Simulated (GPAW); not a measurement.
The system is C.

```
CELL_PARAMETERS angstrom
2.52210 0.00000 0.00000
-1.26105 2.18420 0.00000
0.00000 0.00000 8.23710
ATOMIC_POSITIONS crystal
C 0.66667 0.33333 0.84375
C 0.33333 0.66667 0.34375
C 0.33333 0.66667 0.15625
C 0.66667 0.33333 0.65625
C 0.00000 0.00000 0.90625
C 0.00000 0.00000 0.40625
C 0.00000 0.00000 0.09375
C 0.00000 0.00000 0.59375
```

This is a hexagonal form of diamond, not graphite.

Base run:

- Program: GPAW 26.7.0
- Functional: TB-mBJ
- Potentials or basis: GPAW PAW data sets for LDA (gpaw-data 1.2.1)
- Cutoff: 800 eV
- Basis: pw
- k mesh: 7 × 7 × 2
- Occupations: fermi-dirac, width 0.05 eV
- Spin: no spin polarisation

Its results: band gap on the k mesh 5.22 eV, indirect (least direct gap 6.20 eV).

Task: The run is repeated on the same cell with these changes: functional from TB-mBJ to SOGGA; potentials or basis from GPAW PAW data sets for LDA (gpaw-data 1.2.1) to PAW data sets generated in the run's folder for this functional. What comes out?

Result: Band gap on the k mesh 4.27 eV, indirect (least direct gap 5.13 eV).

Caveats: a model potential gives levels but no total energy (some runs); an odd mesh through Γ misses points on the zone boundary, where band edges often lie (some runs).

Not every run made on this cell is shown here.
